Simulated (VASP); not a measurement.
# InP (F-43m) in VASP: further runs

The runs below take InP through relaxation of cell and atoms, with PBE.

Program: VASP 6.6.1. These are calculated values, not measurements. Logs are shortened: lines on timing, memory, paths and dates and some standing lists are left out, and cuts for length are marked.

## (1) Starting point

The structure is cubic, space group F-43m (No. 216). Conventional cell: a = 5.861 Å, b = 5.861 Å, c = 5.861 Å, α = 90.00°, β = 90.00°, γ = 90.00°. In (site symmetry -43m) has 4 P at 2.54 Å as nearest neighbours. P (site symmetry -43m) has 4 In at 2.54 Å as nearest neighbours.

## (2) Relaxation of cell and atoms, PBE

INCAR

```
SYSTEM = InP
PREC = Accurate ; ENCUT = 350
EDIFF = 1E-7 ; ISMEAR = 0
SIGMA = 0.02 ; LREAL = .FALSE.
LASPH = .TRUE. ; NELM = 100
ALGO = Normal ; ISIF = 3
LWAVE = .FALSE. ; LCHARG = .FALSE.
GGA = PE ; IBRION = 2
NSW = 80 ; EDIFFG = -0.002
```

KPOINTS

```
Automatic mesh
0
G
  10 10 10
  0 0 0
```

POSCAR

```
InP
1.0
    0.0000000000      2.9305000000      2.9305000000
    2.9305000000      0.0000000000      2.9305000000
    2.9305000000      2.9305000000      0.0000000000
In P
1 1
Direct
    0.0000000000      0.0000000000      0.0000000000
    0.2500000000      0.2500000000      0.2500000000
```

Potentials or basis: VASP PAW PBE potentials, release 64 (In_d, P).

Started as:

```
$ cat potpaw_PBE.64/In_d/POTCAR potpaw_PBE.64/P/POTCAR > POTCAR
$ mpirun -np 1 vasp_std > vasp.out
```

OUTCAR:

```text
SYSTEM = InP
   PREC = Accurate
   ENCUT = 350
   EDIFF = 1E-7
   ISMEAR = 0
   LREAL = .FALSE.
   LASPH = .TRUE.
   NELM = 100
   ISIF = 3
   GGA = PE
   IBRION = 2
   NSW = 80
   EDIFFG = -0.002

 ion  position               nearest neighbor table
   1  0.000  0.000  0.000-   2 2.54   2 2.54   2 2.54   2 2.54
   2  0.250  0.250  0.250-   1 2.54   1 2.54   1 2.54   1 2.54

  LATTYP: Found a face centered cubic cell.
 ALAT       =     5.8610000000

  Lattice vectors:

 A1 = (   0.0000000000,   2.9305000000,   2.9305000000)
 A2 = (   2.9305000000,   0.0000000000,   2.9305000000)
 A3 = (   2.9305000000,   2.9305000000,   0.0000000000)

Analysis of symmetry for initial positions (statically):
=====================================================================
 Subroutine PRICEL returns:
 Original cell was already a primitive cell.

 Routine SETGRP: Setting up the symmetry group for a
 face centered cubic supercell.

 Subroutine GETGRP returns: Found 24 space group operations
 (whereof 24 operations were pure point group operations)
 out of a pool of 48 trial point group operations.

The static configuration has the point symmetry T_d .

Analysis of symmetry for dynamics (positions and initial velocities):
=====================================================================
 Subroutine PRICEL returns:
 Original cell was already a primitive cell.

 Routine SETGRP: Setting up the symmetry group for a
 face centered cubic supercell.

 Subroutine GETGRP returns: Found 24 space group operations
 (whereof 24 operations were pure point group operations)
 out of a pool of 48 trial point group operations.

The dynamic configuration has the point symmetry T_d .

 Subroutine INISYM returns: Found 24 space group operations
 (whereof 24 operations are pure point group operations),
 and found     1 'primitive' translations

----------------------------------------------------------------------------------------

                                     Primitive cell

  volume of cell :      50.3333

  direct lattice vectors                    reciprocal lattice vectors
     0.000000000  2.930500000  2.930500000    -0.170619348  0.170619348  0.170619348
     2.930500000  0.000000000  2.930500000     0.170619348 -0.170619348  0.170619348
     2.930500000  2.930500000  0.000000000     0.170619348  0.170619348 -0.170619348

  length of vectors
     4.144352845  4.144352845  4.144352845     0.295521380  0.295521380  0.295521380

  position of ions in fractional coordinates (direct lattice)
     0.000000000  0.000000000  0.000000000
     0.250000000  0.250000000  0.250000000

  ion indices of the primitive-cell ions
   primitive index   ion index
                 1           1
                 2           2

----------------------------------------------------------------------------------------

 KPOINTS: Automatic mesh

Automatic generation of k-mesh.
 Grid dimensions read from file:
 generate k-points for:   10   10   10

 Generating k-lattice:

  Cartesian coordinates                     Fractional coordinates (reciprocal lattice)
    -0.017061935  0.017061935  0.017061935     0.100000000  0.000000000  0.000000000
     0.017061935 -0.017061935  0.017061935     0.000000000  0.100000000  0.000000000
     0.017061935  0.017061935 -0.017061935     0.000000000  0.000000000  0.100000000

  Length of vectors
     0.029552138  0.029552138  0.029552138

  Shift w.r.t. Gamma in fractional coordinates (k-lattice)
     0.000000000  0.000000000  0.000000000

 Subroutine IBZKPT returns following result:
 ===========================================

 Found     47 irreducible k-points:

 Following reciprocal coordinates:
            Coordinates               Weight
  0.000000  0.000000  0.000000      1.000000
  0.100000  0.000000  0.000000      8.000000
  0.200000  0.000000  0.000000      8.000000
  0.300000  0.000000  0.000000      8.000000
  0.400000  0.000000  0.000000      8.000000
  0.500000  0.000000  0.000000      4.000000
[... 16 lines left out ...]
  0.300000  0.300000  0.000000      6.000000
  0.400000  0.300000  0.000000     24.000000
 [... further k-points ...]
   k-points           NKPTS =     47   k-points in BZ     NKDIM =     47   number of bands    NBANDS=     13
   number of dos      NEDOS =    301   number of ions     NIONS =      2
   total plane-waves  NPLWV =  21952
   dimension x,y,z NGX =    28 NGY =   28 NGZ =   28
   dimension x,y,z NGXF=    56 NGYF=   56 NGZF=   56
   ions per type =               1   1
   NGX,Y,Z   is equivalent  to a cutoff of  11.23, 11.23, 11.23 a.u.
   NGXF,Y,Z  is equivalent  to a cutoff of  22.46, 22.46, 22.46 a.u.
 SYSTEM =  InP
   PREC   = accura    normal or accurate (medium, high low for compatibility)
   ISTART =      0    job   : 0-new  1-cont  2-samecut
   ICHARG =      2    charge: 1-file 2-atom 10-const
   ISPIN  =      1    spin polarized calculation?
   LNONCOLLINEAR =      F non collinear calculations
   LSORBIT =      F    spin-orbit coupling
   LASPH  =      T    aspherical Exc in radial PAW
   ENCUT  =  350.0 eV  25.72 Ry    5.07 a.u.   6.32  6.32  6.32*2*pi/ulx,y,z
   NELM   =    100;   NELMIN=  2; NELMDL= -5     # of ELM steps
   EDIFF  = 0.1E-06   stopping-criterion for ELM
   LREAL  =      F    real-space projection
   EDIFFG = -.2E-02   stopping-criterion for IOM
   NSW    =     80    number of steps for IOM
   IBRION =      2    ionic relax: 0-MD 1-quasi-New 2-CG
   NFREE  =      1    steps in history (QN), initial steepest desc. (CG)
   ISIF   =      3    stress and relaxation
   ISYM   =      2    0-nonsym 1-usesym 2-fastsym
   POTIM  = 0.5000    time-step for ionic-motion
   TEBEG  =    0.0;   TEEND  =   0.0 temperature during run
   PSTRESS=    0.0 pullay stress
   NELECT =      18.0000    total number of electrons
   NUPDOWN=      -1.0000    fix difference up-down
   EMIN   =  10.00;   EMAX   =-10.00  energy-range for DOS
   EFERMI =   0.00;   METHOD = LEGACY
   ISMEAR =     0;   SIGMA  =   0.02  broadening in eV -4-tet -1-fermi 0-gaus
   EFERMI_NEDOS =   21; number of points for ismear=-14 and -15
   IALGO  =     38    algorithm
   IMIX   =      4    mixing-type and parameters
     AMIX     =   0.40;   BMIX     =  1.00
     AMIX_MAG =   1.60;   BMIX_MAG =  1.00
  volume/ion in A,a.u.               =      25.17       169.83
  Fermi-wavevector in a.u.,A,eV,Ry     =   1.162021  2.195901 18.371846  1.350293
  Thomas-Fermi vector in A             =   2.298587
   LORBIT       =      0    0 simple, 1 ext, 2 COOP (PROOUT), +10 PAW based schemes
   GGA     = PE    functional components
   LHFCALC =     F    Hartree Fock is set to
   AEXX    =    0.0000 exact exchange contribution
   IVDW    =     0    specifies the selected vdW correction
   LEPSILON=     F    determine dielectric tensor
   LRPA    =     F    only Hartree local field effects (RPA)
 conjugate gradient relaxation of ions
 non-spin polarized calculation
 Gauss-broadening in eV      SIGMA  =   0.02
  energy-cutoff  :      350.00
  volume of cell :       50.33
 maximum number of plane-waves:       763
 NGX is ok and might be reduce to    28
   NGX = 13   NGY = 13   NGZ = 13

--------------------------------------- Ionic step        1  -------------------------------------------

 number of electron      17.9999990 magnetization

 Free energy of the ion-electron system (eV)
  ---------------------------------------------------
  ext. energy  EPLUGINS =         0.00000000
  ---------------------------------------------------
  free energy    TOTEN  =        -8.38060788 eV

  energy without entropy =       -8.38060788  energy(sigma->0) =       -8.38060788

------------------------ aborting loop because EDIFF is reached ----------------------------------------

  FORCE on cell =-STRESS in cart. coord.  units (eV):
  Direction    XX          YY          ZZ          XY          YZ          ZX
  --------------------------------------------------------------------------------------
  -------------------------------------------------------------------------------------
  Total        0.9583500      0.9583500      0.9583500      0.0000000     -0.0000000     -0.0000000
  in kB       30.5055995     30.5055995     30.5055995      0.0000000     -0.0000000     -0.0000000
  external PRESSURE =      30.5055995 kB  Pullay stress =       0.0000000 kB

 VOLUME and BASIS-vectors are now :
 -----------------------------------------------------------------------------
  energy-cutoff  :      350.00
  volume of cell :       50.33
      direct lattice vectors                 reciprocal lattice vectors
     0.000000000  2.930500000  2.930500000    -0.170619348  0.170619348  0.170619348
     2.930500000  0.000000000  2.930500000     0.170619348 -0.170619348  0.170619348
     2.930500000  2.930500000  0.000000000     0.170619348  0.170619348 -0.170619348
[... 37 lines left out ...]
 POSITION                                       TOTAL-FORCE (eV/Angst)
 -----------------------------------------------------------------------------------
      0.00000      0.00000      0.00000         0.000000      0.000000      0.000000
      1.49912      1.49912      1.49912        -0.000000     -0.000000     -0.000000
 -----------------------------------------------------------------------------------
    total drift:                                0.000000      0.000000      0.000000

  FREE ENERGIE OF THE ION-ELECTRON SYSTEM (eV)
  ---------------------------------------------------
  free  energy   TOTEN  =        -8.3958962413 eV

  energy  without entropy=       -8.3958962413  energy(sigma->0) =       -8.39589624

--------------------------------------- Ionic step        3  -------------------------------------------

 number of electron      17.9999998 magnetization

 Free energy of the ion-electron system (eV)
  ---------------------------------------------------
  ext. energy  EPLUGINS =         0.00000000
  ---------------------------------------------------
  free energy    TOTEN  =        -8.40155551 eV

  energy without entropy =       -8.40155551  energy(sigma->0) =       -8.40155551

 E-fermi :   4.8303     XC(G=0):  -9.0866

 val. band max:        4.7127806851   @ k =   0.0000   0.0000   0.0000
 cond. band min:       5.1800988681   @ k =   0.0000   0.0000   0.0000
 fundamental gap:      0.4673181830
 Fermi energy:         4.8303107330

 k-point     1 :       0.0000    0.0000    0.0000
  band No.  band energies     occupation
      1      -9.3821      2.00000
      2      -9.3821      2.00000
      3      -9.3821      2.00000
      4      -9.2506      2.00000
      5      -9.2506      2.00000
      6      -6.5092      2.00000
      7       4.7128      2.00000
      8       4.7128      2.00000
      9       4.7128      2.00000
     10       5.1801      0.00000
     11       8.8033      0.00000
     12       8.8033      0.00000
     13       8.8033      0.00000

 k-point     2 :       0.1000    0.0000    0.0000
  band No.  band energies     occupation
      1      -9.3924      2.00000
      2      -9.3780      2.00000
      3      -9.3780      2.00000
      4      -9.2508      2.00000
      5      -9.2508      2.00000
      6      -6.4023      2.00000
      7       3.5284      2.00000
      8       4.5980      2.00000
      9       4.5980      2.00000
     10       6.0280      0.00000
     11       8.8486      0.00000
[... 339 lines left out ...]
 k-point    24 :       0.4000    0.3000    0.0000
  band No.  band energies     occupation
      1      -9.5098      2.00000
      2      -9.3167      2.00000
      3      -9.3139      2.00000
      4      -9.2803      2.00000
      5      -9.2282      2.00000
      6      -4.9606      2.00000
      7       0.0874      2.00000
      8       2.6655      2.00000
      9       2.9153      2.00000
     10       7.0076      0.00000
     11       7.7038      0.00000
     12      11.4373      0.00000
     13      12.0756      0.00000

 [... further k-points ...]
[... 5 lines left out ...]
  --------------------------------------------------------------------------------------
  -------------------------------------------------------------------------------------
  Total        0.0028993      0.0028993      0.0028993     -0.0000000      0.0000000      0.0000000
  in kB        0.0882616      0.0882616      0.0882616     -0.0000000      0.0000000      0.0000000
  external PRESSURE =       0.0882616 kB  Pullay stress =       0.0000000 kB

 VOLUME and BASIS-vectors are now :
 -----------------------------------------------------------------------------
  energy-cutoff  :      350.00
  volume of cell :       52.63
      direct lattice vectors                 reciprocal lattice vectors
     0.000000000  2.974410682  2.974410682    -0.168100526  0.168100526  0.168100526
     2.974410682 -0.000000000  2.974410682     0.168100526 -0.168100526  0.168100526
     2.974410682  2.974410682  0.000000000     0.168100526  0.168100526 -0.168100526

 POSITION                                       TOTAL-FORCE (eV/Angst)
 -----------------------------------------------------------------------------------
      0.00000      0.00000      0.00000         0.000000      0.000000      0.000000
      1.48721      1.48721      1.48721        -0.000000     -0.000000     -0.000000
 -----------------------------------------------------------------------------------
    total drift:                                0.000000      0.000000      0.000000

  FREE ENERGIE OF THE ION-ELECTRON SYSTEM (eV)
  ---------------------------------------------------
  free  energy   TOTEN  =        -8.4015555133 eV

  energy  without entropy=       -8.4015555133  energy(sigma->0) =       -8.40155551

 reached required accuracy - stopping structural energy minimisation
```

Run time: 56 s. Hardware: 1 thread of Intel Xeon Platinum 8488C (Sapphire Rapids), shared host; peak memory 0.16 GiB.

Results:

```yaml
Free_energy: -8.4016 eV
Relaxed_volume: 26.31 Å³/atom
Relaxed_cell: a = 4.206 Å, b = 4.206 Å, c = 4.206 Å, α = 60.00°, β = 60.00°, γ = 60.00°
Space_group_after_relaxing_to_0.05_Å: F-43m (No. 216)
Energy_gained_by_relaxing: 10.5 meV/atom
Ionic_steps: 3
Pressure_after_relaxing: 0.0 GPa
Band_gap_on_the_k_mesh: 0.47 eV, direct
```

The path:
```csv
step,energy change (eV),largest force (eV/Å),pressure (GPa),volume (Å³)
1,0.0000,0.0000,3.05,50.33
2,-0.0153,0.0000,-1.39,53.91
3,-0.0209,0.0000,0.01,52.63
```

Final structure:
```cif
data_structure
_symmetry_space_group_name_H-M 'P 1'
_symmetry_Int_Tables_number 1
_cell_length_a 4.2065
_cell_length_b 4.2065
_cell_length_c 4.2065
_cell_angle_alpha 60.000
_cell_angle_beta 60.000
_cell_angle_gamma 60.000
_cell_volume 52.63
loop_
_atom_site_label
_atom_site_type_symbol
_atom_site_fract_x
_atom_site_fract_y
_atom_site_fract_z
_atom_site_occupancy
In1 In 0.00000 0.00000 0.00000 1
P1 P 0.25000 0.25000 0.25000 1
```

Caveat: spin-orbit coupling is left out, which moves the levels of the heavy elements. PBE usually gives volumes a little too large and moduli too small.

## (3) Relaxation of cell and atoms, PBE

This run uses another cell than the first one, of 26.31 Å³/atom, 1.046 times its volume.

INCAR is that of step 2.

KPOINTS is that of step 2.

POSCAR

```
InP                                     
1.0
    0.0000000000      2.9744106819      2.9744106819
    2.9744106819     -0.0000000000      2.9744106819
    2.9744106819      2.9744106819      0.0000000000
  In              P             
     1     1
Direct
     0.0000000000000000    0.0000000000000000    0.0000000000000000
     0.2500000000000000    0.2500000000000000    0.2500000000000000
```

Potentials or basis: VASP PAW PBE potentials, release 64 (In_d, P).

Started as:

```
$ cat potpaw_PBE.64/In_d/POTCAR potpaw_PBE.64/P/POTCAR > POTCAR
$ mpirun -np 1 vasp_std > vasp.out
```

Wall time 41 s (1 thread of Intel Xeon Platinum 8488C (Sapphire Rapids), shared host); peak memory 0.16 GiB.

The run converged. Its results:

```yaml
Free_energy: -8.4059 eV
Relaxed_volume: 26.34 Å³/atom
Relaxed_cell: a = 4.208 Å, b = 4.208 Å, c = 4.208 Å, α = 60.00°, β = 60.00°, γ = 60.00°
Space_group_after_relaxing_to_0.05_Å: F-43m (No. 216)
Energy_gained_by_relaxing: 0.0 meV/atom
Ionic_steps: 3
Pressure_after_relaxing: 0.0 GPa
Band_gap_on_the_k_mesh: 0.46 eV, direct
```

Final structure:
```yaml
crystal:
  lattice:
    - [0.00000, 2.97517, 2.97517]
    - [2.97517, 0.00000, 2.97517]
    - [2.97517, 2.97517, 0.00000]
  atoms:
    - { symbol: In, position: [0.00000, 0.00000, 0.00000] }
    - { symbol: P, position: [0.25000, 0.25000, 0.25000] }
```

Levels at points of the mesh, in eV from the valence-band top:
```tsv
k point	band 6	band 7	band 8	band 9	band 10	band 11	band 12	band 13
(0.00, 0.00, 0.00)	-11.22	0.00	0.00	0.00	0.46	4.09	4.09	4.09
(0.50, 0.00, 0.00)	-9.64	-5.50	-0.91	-0.91	1.39	4.80	4.80	7.00
(0.50, 0.50, 0.00)	-9.03	-5.56	-2.17	-2.17	1.84	2.26	8.94	9.29
```

Caveat: spin-orbit coupling is left out, which moves the levels of the heavy elements.
